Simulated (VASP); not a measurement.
# InSe monolayer and its bilayer, part 2 of 5

Aim: relax InSe monolayer, place its levels against the vacuum, then find how two sheets stack and bind.

VASP 6.6.1, plane waves and PAW; the level of theory is named at each step.

So far. Step 2 (Relaxing the monolayer): The run ended after 5 ionic steps, 0.014 eV below its first step, once forces and stress met EDIFFG = -0.015. Step 3 (A second relaxation): The start already met the threshold, so nothing moved.

## Step 4: Vacuum level and density of states

Level of this step: PBE with D3(BJ); plane waves and PAW (In, Se) (VASP).

A static run writes the electrostatic potential without exchange and correlation (LVHAR), which is flat in the vacuum and gives the level to count from. The dipole correction cancels the field that unlike faces would set up across the vacuum.

The input, INCAR:

```
SYSTEM = InSe
PREC = Normal
ENCUT = 350
EDIFF = 1E-06
NELM = 120
ISMEAR = 0
SIGMA = 0.03
LREAL = .FALSE.
ALGO = Fast
GGA = PE
IVDW = 12
NBANDS = 15
LORBIT = 11
LWAVE = .FALSE.
LCHARG = .TRUE.
IDIPOL = 3
LDIPOL = .TRUE.
DIPOL = 0.5 0.5 0.5
LVHAR = .TRUE.
LVACPOTAV = .TRUE.
NEDOS = 1500
LELF = .TRUE.
```

The input, POSCAR:

```
InSe
1.0
    4.0377204480      0.0000000000      0.0000000000
   -2.0188602240      3.4967684814      0.0000000000
    0.0000000000      0.0000000000     22.0000000000
In Se
2 2
Direct
    0.3333333333      0.6666666667      0.4366860628
    0.3333333333      0.6666666667      0.5633139372
    0.6666666667      0.3333333333      0.3773759262
    0.6666666667      0.3333333333      0.6226240738
```

The input, KPOINTS:

```
Automatic mesh
0
Gamma
9 9 1
0 0 0
```

The input, KPOINTS_OPT:

```
Line mode
14
Line-mode
Reciprocal
  0.00000000   0.00000000   0.00000000 GAMMA
  0.50000000   0.00000000   0.00000000 M

  0.50000000   0.00000000   0.00000000 M
  0.33333333   0.33333333   0.00000000 K

  0.33333333   0.33333333   0.00000000 K
  0.00000000   0.00000000   0.00000000 GAMMA
```

PAW data sets: In and Se (PBE family, release 64).

On the command line:

```bash
$ mpirun -np 4 vasp_std
```

What it wrote:

```text
[banner, memory and clock lines left out]
running    4 mpi-ranks, on    1 nodes
 distrk:  each k-point on    4 cores,    1 groups
 distr:  one band on    1 cores,    4 groups

 POSCAR found type information on POSCAR InSe
 POSCAR found :  2 types and       4 ions
 LDA part: xc-table for (Slater+PW92), standard interpolation
|                                                                             |
|           W    W    AA    RRRRR   N    N  II  N    N   GGGG   !!!           |
|           W    W   A  A   R    R  NN   N  II  NN   N  G    G  !!!           |
|           W    W  A    A  R    R  N N  N  II  N N  N  G       !!!           |
|           W WW W  AAAAAA  RRRRR   N  N N  II  N  N N  G  GGG   !            |
|           WW  WW  A    A  R   R   N   NN  II  N   NN  G    G                |
|           W    W  A    A  R    R  N    N  II  N    N   GGGG   !!!           |
|                                                                             |
|     The number of bands has been changed from the values supplied in        |
|     The orbitals not found in the WAVECAR file will be initialized with     |
|     random numbers, which is usually adequate. For correlated               |
|     calculations, however, you should redo the groundstate calculation.     |
|     I found NBANDS = 15. Now, NBANDS = 16.                                  |
|                                                                             |

 POSCAR, INCAR and KPOINTS ok, starting setup
 FFT: planning ... GRIDC
 FFT: planning ... GRID_SOFT
 FFT: planning ... GRID
 WAVECAR not read
 entering main loop
       N       E                     dE             d eps       ncg     rms          rms(c)
DAV:   1     0.972996187854E+02    0.97300E+02   -0.43850E+03   384   0.570E+02
DAV:   2    -0.187870058617E+01   -0.99178E+02   -0.93231E+02   544   0.121E+02
DAV:   3    -0.144028766887E+02   -0.12524E+02   -0.12406E+02   528   0.500E+01
DAV:   4    -0.147063899569E+02   -0.30351E+00   -0.30332E+00   464   0.952E+00
DAV:   5    -0.147125945562E+02   -0.62046E-02   -0.62034E-02   544   0.125E+00    0.655E+00
RMM:   6    -0.142622350217E+02    0.45036E+00   -0.52251E-01   421   0.272E+00    0.385E+00
RMM:   7    -0.142119359605E+02    0.50299E-01   -0.31818E-01   433   0.225E+00    0.970E-01
RMM:   8    -0.141990502028E+02    0.12886E-01   -0.35422E-02   437   0.923E-01    0.188E-01
RMM:   9    -0.141990859299E+02   -0.35727E-04   -0.42153E-03   485   0.376E-01    0.152E-01
RMM:  10    -0.141992382550E+02   -0.15233E-03   -0.72252E-04   486   0.156E-01    0.866E-02
RMM:  11    -0.141992508895E+02   -0.12635E-04   -0.23004E-04   480   0.846E-02    0.320E-02
RMM:  12    -0.141992771567E+02   -0.26267E-04   -0.80698E-05   486   0.434E-02    0.106E-02
RMM:  13    -0.141993207910E+02   -0.43634E-04   -0.35557E-05   475   0.270E-02    0.132E-02
RMM:  14    -0.141993671429E+02   -0.46352E-04   -0.10130E-05   468   0.139E-02    0.559E-03
RMM:  15    -0.141993833305E+02   -0.16188E-04   -0.57707E-06   433   0.858E-03    0.643E-03
RMM:  16    -0.141993974309E+02   -0.14100E-04   -0.47073E-06   447   0.835E-03    0.528E-03
RMM:  17    -0.141994005997E+02   -0.31689E-05   -0.42143E-07   343   0.310E-03    0.496E-03
RMM:  18    -0.141994100979E+02   -0.94982E-05   -0.87893E-07   372   0.350E-03    0.320E-03
RMM:  19    -0.141994112575E+02   -0.11596E-05   -0.64520E-08   227   0.138E-03    0.203E-03
RMM:  20    -0.141994162707E+02   -0.50132E-05   -0.33310E-07   334   0.202E-03    0.396E-04
RMM:  21    -0.141994163113E+02   -0.40594E-07   -0.54463E-09   171   0.788E-04
|                                                                             |
|           W    W    AA    RRRRR   N    N  II  N    N   GGGG   !!!           |
|           W    W   A  A   R    R  NN   N  II  NN   N  G    G  !!!           |
|           W    W  A    A  R    R  N N  N  II  N N  N  G       !!!           |
|           W WW W  AAAAAA  RRRRR   N  N N  II  N  N N  G  GGG   !            |
|           WW  WW  A    A  R   R   N   NN  II  N   NN  G    G                |
|           W    W  A    A  R    R  N    N  II  N    N   GGGG   !!!           |
|                                                                             |
|     Did not find any points to average over, which means that no vacuum     |
|     field-free region was found. Please increase the size of  your cell     |
|     in the dimension of the dipole correction to obtain accurate            |
|     workfunction values.                                                    |
|                                                                             |

   1 F= -.15081197E+02 E0= -.15081197E+02  d E =-.942871E-11
 Start KPOINTS_OPT (optional k-point list driver)
k-point batch [1-12\42]
       N       E                     dE             ncg
DAV:   1    -0.285917105675E+03   -0.23548E+04      384
DAV:   2    -0.138852861906E+04   -0.11026E+04      560
DAV:   3    -0.153964630620E+04   -0.15112E+03      512
DAV:   4    -0.154319604653E+04   -0.35497E+01      472
DAV:   5    -0.154327694861E+04   -0.80902E-01      552
DAV:   6    -0.154327970543E+04   -0.27568E-02      512
DAV:   7    -0.154327981800E+04   -0.11257E-03      560
DAV:   8    -0.154327982439E+04   -0.63946E-05      408
DAV:   9    -0.154327982474E+04   -0.35288E-06      376
[...]
k-point batch [37-42\42]
       N       E                     dE             ncg
DAV:   1     0.188243552351E+04   -0.46101E+03      192
DAV:   2     0.136593479214E+04   -0.51650E+03      288
DAV:   3     0.129448908408E+04   -0.71446E+02      272
DAV:   4     0.129302068151E+04   -0.14684E+01      224
DAV:   5     0.129298093048E+04   -0.39751E-01      264
DAV:   6     0.129297907899E+04   -0.18515E-02      264
DAV:   7     0.129297899639E+04   -0.82597E-04      304
DAV:   8     0.129297899478E+04   -0.16150E-05      208
DAV:   9     0.129297899468E+04   -0.91577E-07      224
```

Elapsed: 35 s, on 4 MPI ranks of AMD EPYC 7R43, shared host; peak memory 0.5 GiB.

OUTCAR, selected parts (step 4):

```text
The static configuration has the point symmetry D_3h.

 Found     12 irreducible k-points:

   k-points           NKPTS =     12   k-points in BZ     NKDIM =     12   number of bands    NBANDS=     16

   NELECT =      18.0000    total number of electrons

 E-fermi :  -2.8048

 k-point     1 :       0.0000    0.0000    0.0000
  band No.  band energies     occupation
    ...
      5      -3.3717      2.00000
      6      -3.3717      2.00000
      7      -3.2993      2.00000
      8      -3.2993      2.00000
      9      -3.0015      2.00000
     10      -1.3024      0.00000
     11      -0.0815      0.00000
     12       2.1366      0.00000
     13       2.1366      0.00000
     14       2.6924      0.00000
    ...

 k-point     2 :       0.1111    0.0000    0.0000
  band No.  band energies     occupation
    ...
      5      -4.0246      2.00000
      6      -3.9111      2.00000
      7      -3.5177      2.00000
      8      -3.4284      2.00000
      9      -2.9396      2.00000
     10      -0.7411      0.00000
     11       0.5034      0.00000
     12       1.5204      0.00000
     13       2.2434      0.00000
     14       2.7005      0.00000
    ...

 Edisp (eV)   -0.88178

  Total      -0.02543    -0.02543    -0.00575     0.00000     0.00000    -0.00000
  in kB      -0.13119    -0.13119    -0.02967     0.00000     0.00000    -0.00000
  external pressure =       -0.10 kB  Pullay stress =        0.00 kB

 POSITION                                       TOTAL-FORCE (eV/Angst)
 -----------------------------------------------------------------------------------
     -0.00000      2.33118      9.60709         0.000000      0.000000     -0.004978
     -0.00000      2.33118     12.39291         0.000000      0.000000      0.004978
      2.01886      1.16559      8.30227        -0.000000     -0.000000      0.000669
      2.01886      1.16559     13.69773        -0.000000     -0.000000     -0.000669
 -----------------------------------------------------------------------------------
    total drift:                                0.000003     -0.000002      0.000000

  FREE ENERGIE OF THE ION-ELECTRON SYSTEM (eV)
  ---------------------------------------------------
  free  energy   TOTEN  =       -15.0811973754 eV

  energy  without entropy=      -15.0811973754  energy(sigma->0) =      -15.08119738

 vacuum level on the upper side and lower side of the slab         3.093         3.093

[... 11 parts as in an earlier step ...]

[... 3 further parts left out ...]
```

This step gave:

```
electronic cycles                                 : 21
Fermi energy                                      : -2.805 eV
least gap on mesh and path                        : 1.628 eV
least direct gap on mesh and path                 : 1.699 eV
vacuum levels                                     : 3.093, 3.093 eV
ionisation potentials of the upper and lower face : 6.024, 6.024 eV
electron affinities of the upper and lower face   : 4.395, 4.395 eV
```

Electronic bands along the path, in eV, zero at the valence-band top; v1 is the highest filled band, c1 the lowest empty one:

```csv
point,v4,v3,v2,v1,c1,c2,c3,c4
Γ,-0.44,-0.37,-0.37,-0.07,1.63,2.85,5.07,5.07
0.46 of the way,-1.65,-0.95,-0.82,-0.05,2.75,3.06,4.78,4.97
M,-1.50,-1.46,-1.29,-0.92,2.32,2.34,4.25,4.54
0.46 of the way,-2.05,-1.83,-1.31,-0.92,2.65,2.79,4.37,4.80
K,-2.70,-1.70,-1.23,-1.07,2.56,3.12,4.01,5.06
0.46 of the way,-1.69,-1.60,-1.46,-0.18,3.08,3.25,4.31,5.31
Γ,-0.44,-0.37,-0.37,-0.07,1.63,2.85,5.07,5.07
```

Of the projections kept (In, Se), the largest for each band there; the rest of the weight can lie on other orbitals:

```csv
point,v4,v3,v2,v1,c1,c2,c3,c4
Γ,Se 0.77,Se 0.79,Se 0.79,Se 0.65,Se 0.51,In 0.78,In 0.89,In 0.89
M,Se 0.70,Se 0.64,Se 0.69,In 0.62,In 0.59,In 0.65,In 0.77,In 0.76
K,Se 0.60,Se 0.67,Se 0.77,In 0.75,In 0.67,In 0.64,In 0.60,In 0.68
Γ,Se 0.77,Se 0.79,Se 0.79,Se 0.65,Se 0.51,In 0.78,In 0.89,In 0.89
```

Zero at the Fermi level. The planar average of the electrostatic potential by height:

height (Å), planar average of the electrostatic potential (eV) and a bar from the least value:
```
        0       5.90 ##############################
        1       5.90 ##############################
        2       5.90 ##############################
        3       5.90 ##############################
        4       5.90 ##############################
        5       5.90 ##############################
        6       5.86 ##############################
        7       5.09 ############################
        8      -4.12 #####
        9      -6.29 
       10      -4.13 #####
       11       3.06 #######################
       12      -4.13 #####
       13      -6.29 
       14      -4.12 #####
       15       5.09 ############################
       16       5.86 ##############################
       17       5.90 ##############################
       18       5.90 ##############################
       19       5.90 ##############################
       20       5.90 ##############################
       21       5.90 ##############################
```

Density of states in the PAW spheres, an atom over height of the layer and energy from the Fermi level.

Ten even steps from '_' (0.00 states/eV) to '@' (1.38 states/eV), each cell a mean:
```
________
........
::::::::
==----==
**----**
%%----%%
**----**
--::::--
--------
........
________
__....__
........
..----..
__::::__
::@@@@::
________
________
________
________
________
________
```
Columns: height of the layer (Å) from 8.3 to 13.7 (not evenly spaced); rows upwards: energy from the Fermi level (eV) from -7.9 to 0.5.

ELF in the ca plane at fractional y = 0.333, with atoms of Se within 0.2 Å of it. It is the smooth field of the valence electrons, not physical close to the nuclei.

Ten even steps from '0' (0.00) to '9' (0.92), each cell a mean:
```
00000000000000125788888743211224688888753100
00000000000001247899988752100024788899975210
00000000000111358999778862000025787789986422
00000000002012368999558862000025786589986410
00000000000011358999778852000025788799986310
00000000000000246899998752100124789999874210
00000000000000023577887643222234678887642100
00000000000000001234455555555555555543210000
00000000000000000000123467777776532100000000
00000000000000000001223456666666543210000000
00000000000000001245566554444444556554310000
```
Columns run along c (16.0 Å, from fractional 0.04 to 0.77 of the cell), rows up along a (4.0 Å). Atoms in or near the plane, at fractional coordinates: Se at (0.38, 0.67), Se at (0.62, 0.67).

Valence density in the ca plane at fractional y = 0.333, with atoms of Se within 0.2 Å of it. It is the smooth field of the valence electrons, not physical close to the nuclei.

Ten even steps from '0' (-0.03 e/Å³) to '9' (0.84 e/Å³), each cell a mean:
```
00000000000000000123554311100011234543100000
00000000000000000147997421000001258996310000
00000000000000001279559621000001378479510000
00000000000000001388118631000001386049620000
00000000000000001269779521000001378689510000
00000000000000000137887421000011258886210000
00000000000000000013443211100011234442100000
00000000000000000001122211111111122211000000
00000000000000000000111111111111111100000000
00000000000000000000111111111111111110000000
00000000000000000001222211111111122211000000
```
Columns run along c (16.0 Å, from fractional 0.04 to 0.77 of the cell), rows up along a (4.0 Å). Atoms in or near the plane, at fractional coordinates: Se at (0.38, 0.67), Se at (0.62, 0.67).

The map of layer states is cut here 0.5 eV above the Fermi level, so it leaves out the states above that.

The vacuum level lies 6.02 eV above the highest filled level at the upper face; both faces agree, as the slab has next to no dipole.

The program found no field-free point at its default tolerance, but its printed level agrees with the flat part of the planar average.

## Step 5: The slab in a field, field -0.1

A field across the slab, with the atoms held, gives the electronic response: the dipole changes linearly with the field, and the energy has a linear term from the slab's own dipole and a quadratic one from its polarisability.

The input, INCAR:

```
SYSTEM = InSe
PREC = Normal
ENCUT = 350
EDIFF = 1E-06
NELM = 120
ISMEAR = 0
SIGMA = 0.03
LREAL = .FALSE.
ALGO = Fast
GGA = PE
IVDW = 12
NBANDS = 15
LORBIT = 11
LWAVE = .FALSE.
LCHARG = .FALSE.
KPAR = 4
IDIPOL = 3
LDIPOL = .TRUE.
DIPOL = 0.5 0.5 0.5
EFIELD = -0.1
```

POSCAR is that of step 4.

KPOINTS is that of step 4.

On the command line:

```bash
$ mpirun -np 4 vasp_std
```

What it wrote:

```text
[... set-up lines as in an earlier step ...]
 entering main loop
       N       E                     dE             d eps       ncg     rms          rms(c)
DAV:   1     0.972263168775E+02    0.97226E+02   -0.44182E+03   360   0.607E+02
DAV:   2    -0.110555861100E+01   -0.98332E+02   -0.92648E+02   536   0.127E+02
DAV:   3    -0.143414067572E+02   -0.13236E+02   -0.13091E+02   444   0.539E+01
DAV:   4    -0.147254731275E+02   -0.38407E+00   -0.38258E+00   479   0.110E+01
DAV:   5    -0.147340312138E+02   -0.85581E-02   -0.85572E-02   473   0.153E+00    0.655E+00
RMM:   6    -0.142655988743E+02    0.46843E+00   -0.55461E-01   395   0.294E+00    0.386E+00
RMM:   7    -0.142153527321E+02    0.50246E-01   -0.34608E-01   421   0.244E+00    0.101E+00
RMM:   8    -0.142015158116E+02    0.13837E-01   -0.34128E-02   434   0.973E-01    0.232E-01
RMM:   9    -0.142019991500E+02   -0.48334E-03   -0.54553E-03   472   0.425E-01    0.179E-01
RMM:  10    -0.142019820520E+02    0.17098E-04   -0.81759E-04   462   0.157E-01    0.860E-02
RMM:  11    -0.142020640001E+02   -0.81948E-04   -0.31836E-04   445   0.114E-01    0.220E-02
RMM:  12    -0.142020798739E+02   -0.15874E-04   -0.79149E-05   474   0.472E-02    0.207E-02
RMM:  13    -0.142021457781E+02   -0.65904E-04   -0.65900E-05   433   0.384E-02    0.167E-02
RMM:  14    -0.142021667385E+02   -0.20960E-04   -0.11467E-05   441   0.166E-02    0.616E-03
RMM:  15    -0.142022128325E+02   -0.46094E-04   -0.99023E-06   426   0.121E-02    0.234E-03
RMM:  16    -0.142022215238E+02   -0.86912E-05   -0.29191E-06   372   0.606E-03    0.247E-03
RMM:  17    -0.142022315573E+02   -0.10034E-04   -0.18326E-06   373   0.443E-03    0.201E-03
RMM:  18    -0.142022360758E+02   -0.45185E-05   -0.25379E-07   284   0.221E-03    0.142E-03
RMM:  19    -0.142022457613E+02   -0.96856E-05   -0.40328E-07   259   0.200E-03    0.114E-03
RMM:  20    -0.142022485768E+02   -0.28154E-05   -0.11758E-07   212   0.149E-03    0.118E-03
RMM:  21    -0.142022503883E+02   -0.18116E-05   -0.10180E-07   214   0.139E-03    0.103E-04
RMM:  22    -0.142022505831E+02   -0.19474E-06   -0.18265E-08   132   0.113E-03
   1 F= -.15084032E+02 E0= -.15084032E+02  d E =-.699695E-11
```

Elapsed: 19 s, on 4 MPI ranks; peak memory 0.7 GiB.

Parts of OUTCAR (step 5):

```text
   NELECT =      18.0000    total number of electrons

 dipolmoment           0.000000      0.000000     -0.056707 electrons x Angstroem

 E-fermi :  -2.8043

 k-point     1 :       0.0000    0.0000    0.0000
  band No.  band energies     occupation
    ...
      5      -3.3769      2.00000
      6      -3.3769      2.00000
      7      -3.2951      2.00000
      8      -3.2951      2.00000
      9      -3.0022      2.00000
     10      -1.3031      0.00000
     11      -0.0817      0.00000
     12       2.1360      0.00000
     13       2.1360      0.00000
     14       2.4470      0.00000
    ...

 Edisp (eV)   -0.88178

  Total      -0.02341    -0.02341    -0.00802     0.00000     0.00000    -0.00000
  in kB      -0.12077    -0.12077    -0.04138     0.00000     0.00000    -0.00000
  external pressure =       -0.09 kB  Pullay stress =        0.00 kB

 POSITION                                       TOTAL-FORCE (eV/Angst)
 -----------------------------------------------------------------------------------
     -0.00000      2.33118      9.60709         0.000000      0.000000      0.012906
     -0.00000      2.33118     12.39291         0.000000      0.000000      0.023059
      2.01886      1.16559      8.30227         0.000000      0.000000     -0.017736
      2.01886      1.16559     13.69773        -0.000000     -0.000000     -0.018230
 -----------------------------------------------------------------------------------
    total drift:                                0.000003     -0.000002     -0.000066

  FREE ENERGIE OF THE ION-ELECTRON SYSTEM (eV)
  ---------------------------------------------------
  free  energy   TOTEN  =       -15.0840316472 eV

  energy  without entropy=      -15.0840316472  energy(sigma->0) =      -15.08403165

 vacuum level on the upper side and lower side of the slab         3.723         2.311

[... 8 parts as in an earlier step ...]

[... 9 further parts left out ...]
```

This step gave:

| Item | Value |
| --- | --- |
| electronic cycles | 22 |
| Fermi energy | -2.804 eV |
| dipole moment | 0, 0, -0.05671 e·Å |

VASP counts the dipole in electrons times Å, so a positive number points the physical dipole along −c. A positive EFIELD is likewise a physical field along −c.

Energy at zero smearing: -15.08403 eV.

(Part 2 of 5 ends here.)

[Lines on the potential files, build, host, timing and source positions are cut from VASP's logs without a mark.]

[Logs are printed without paths, hosts, clocks, repeated set-up lines and the standing remarks that a program may print on its own settings, such as how far it seeks lower states.]

[Hosts, paths, dates, database ids (printed as entryN), source tags and the programs' standing remarks are cut or masked in the printed files.]

[Runs that stopped without an error message from VASP are left out.]
